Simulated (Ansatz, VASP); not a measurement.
**One calculation of CdTe, two programs**

The input POSCAR:

```
CdTe
1.0
    0.0000000000      3.1241440000      3.1241440000
    3.1241440000      0.0000000000      3.1241440000
    3.1241440000      3.1241440000      0.0000000000
Te Cd
1 1
Direct
    0.2500000000      0.2500000000      0.2500000000
    0.0000000000      0.0000000000      0.0000000000
```

File INCAR.step1:

```
PREC = Accurate ; ENCUT = 520
ISMEAR = 0 ; SIGMA = 0.0202
LREAL = False ; LASPH = True
NELM = 100 ; NBANDS = 16
GGA = PE ; ALGO = Normal
EDIFF = 1E-4 ; LWAVE = True
LCHARG = False
```

INCAR.step2

```
PREC = Accurate ; ENCUT = 520
EDIFF = 1E-7 ; ISMEAR = 0
SIGMA = 0.0202 ; LREAL = False
LASPH = True ; NELM = 100
ALGO = Normal ; ISIF = 2
LWAVE = False ; LCHARG = False
METAGGA = R2SCAN ; LMIXTAU = True
NBANDS = 16 ; ISTART = 1
```

KPOINTS

```
regular mesh
0
Gamma
  7 7 7
```

Input for Ansatz:

```yaml
crystal:
  lattice:
    - [0.0, 3.124144, 3.124144]
    - [3.124144, 0.0, 3.124144]
    - [3.124144, 3.124144, 0.0]
  atoms:
    - { symbol: Te, position: [0.25, 0.25, 0.25] }
    - { symbol: Cd, position: [0.0, 0.0, 0.0] }
  symmetry: { tolerance: 0.0003 }
kpoints:
  mp_grid: { grid: [7, 7, 7], shift: [0, 0, 0] }
  band_path:
    path:
      - [0.0, 0.0, 0.0]
      - [-0.5, -0.5, 0.0]
      - [-0.375, -0.375, 0.25]
      - [-0.375, 0.0, 0.375]
      - [0.0, 0.0, 0.0]
      - [0.0, 0.0, 0.5]
      - [-0.5, -0.25, 0.25]
      - [-0.5, -0.5, 0.0]
    npoints: 8
magnetization:
  spin_polarized: false
scf:
  occupations: { method: gaussian, width: 0.0202 }
  lower_state_search: "off"
  max_iter: 200
hamiltonian:
  pseudopotentials: { kind: paw }
  xc: r2scan
basis:
  ecutwfc: 500
  fft_grid_basis: typed
output:
  forces: true
  stress: true
  eigenvalues: true
  bader: true
  populations: true
  elf: true
  write_potential: true
  volumetric_format: npy
  dos:
    e_range: [-12, 8]
    de: 0.05
    projected: { site_lists: { Cd: [Cd], Te: [Te] } }
checkpoint:
  read: saved_state
```

Alike in both runs: task single point; functional r2SCAN; k mesh 7 × 7 × 7; occupations gaussian, width 0.0202 eV; no spin polarisation.

|  | VASP | Ansatz |
| --- | --- | --- |
| version | VASP 6.6.1 | Ansatz 0.2.0 |
| potentials or method | VASP PAW PBE potentials, release 64 (Te, Cd) | PAW plane waves |
| plane-wave cutoff (eV) | 520 | 500 |
| valence electrons in the cell | 18 | 36 |

```csv
,VASP,Ansatz,Ansatz less VASP
gap on the k mesh at the Fermi level (eV),1.64,1.64,-0.001
pressure (GPa),8.4,8.2,-0.20
```

The two sets of potentials don't hold the same shells in valence.

Caveats: the PAW data sets were made with another functional, which shifts forces and pressure a little (VASP); spin-orbit coupling is left out, which moves the levels of the heavy elements. r2SCAN opens gaps a little over a GGA but as a rule still falls short of measured ones.
